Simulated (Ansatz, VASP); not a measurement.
**Two plane-wave programs on B**

```
B
1.0
     2.97196    0.00000    0.00000
    -1.48598    2.57379    0.00000
     0.00000    0.00000    3.94422
B
4
Direct
  0.00000 0.00000 0.25000
  0.00000 0.00000 0.75000
  0.33333 0.66667 0.25000
  0.66667 0.33333 0.75000
```

Alike in both runs: functional PBE; k mesh 14 × 14 × 5; occupations fermi-dirac, width 0.08 eV; no spin polarisation.

Ansatz relaxed the structure, and its values are those at the end. VASP's run is a single point on that final structure, the one shown.

```csv
,VASP,Ansatz
version,VASP 6.6.1,Ansatz 0.2.0
potentials or method,"VASP PAW PBE potentials, release 64 (B)","PAW with Ansatz's default frozen-core files, scalar-relativistic"
plane-wave cutoff (eV),520,420
valence electrons in the cell,12,12
```

VASP gave:

* pressure (GPa): 6.0

**Question.** Which values does Ansatz return?

**Answer.** Pressure (GPa): 5.9.
